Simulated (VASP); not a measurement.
Set up this calculation in VASP 6.6.1, as the native input.

| Property | Result |
| --- | --- |
| Task | single point |
| Functional | PBEsol |
| Potentials or basis | VASP PAW PBE potentials, release 64 (Mn_pv, O) |
| Cutoff | 520 eV |
| k mesh | 10 × 10 × 10 |
| Occupations | fermi-dirac, width 0.05 eV |
| Spin | collinear spin, ferromagnetic start |
| Starting moments | [4.0, 0.0] μB |
| Ladder | free |
| Further INCAR settings | ALGO = Normal; EDIFF = 1e-07; NBANDS = 20 |

The structure of MnO lies in POSCAR:

```
MnO
1.0
    0.0000000000      2.2239077028      2.2239077028
    2.2239077028      0.0000000000      2.2239077028
    2.2239077028      2.2239077028      0.0000000000
Mn O
1 1
Direct
   -0.0126510000     -0.0075210000      0.0171370000
    0.5049650000      0.5119520000      0.4910400000
```

The cell is a database's computed one.

The cell isn't the ideal one: atoms moved at random, drawn with an rms of 0.05 Å.

The input as run:

INCAR

```
PREC = Accurate
ENCUT = 520
EDIFF = 1E-7
ISMEAR = -1
SIGMA = 0.05
LREAL = False
LASPH = True
NELM = 120
ALGO = Normal
ISIF = 2
LWAVE = False
LCHARG = False
ISPIN = 2
MAGMOM = 4 0
LORBIT = 11
LMAXMIX = 4
GGA = PS
NBANDS = 20
```

KPOINTS

```
Automatic mesh
0
Gamma
  10 10 10
```

Potentials or basis: VASP PAW PBE potentials, release 64 (Mn_pv, O).

Run with:

```bash
$ cat potpaw_PBE.64/Mn_pv/POTCAR potpaw_PBE.64/O/POTCAR > POTCAR
$ mpirun -np 1 vasp_std > vasp.out
```

It gave:

```json
{
  "Pressure": "-6.2 GPa",
  "Largest force": "0.289 eV/Å",
  "Band gap on the k mesh": "none (metal or under the smearing width)",
  "Net moment": "4.78 μB per cell",
  "Site moments": "Mn +4.32; O +0.20 μB",
  "Valence electrons inside the program's atomic spheres": "Mn 11.36; O 4.95"
}
```

Caveat: the PAW data sets were made with another functional, which shifts forces and pressure a little; a cell with one magnetic atom can't hold antiferromagnetic order, which such compounds often take; semilocal functionals often make such compounds metallic where correlation or magnetic order opens a gap, which also shifts bond lengths.

Wall time 2.1 min on 1 thread of Intel(R) Xeon(R) 6975P-C (Granite Rapids) (shared host), peak memory 0.41 GiB.
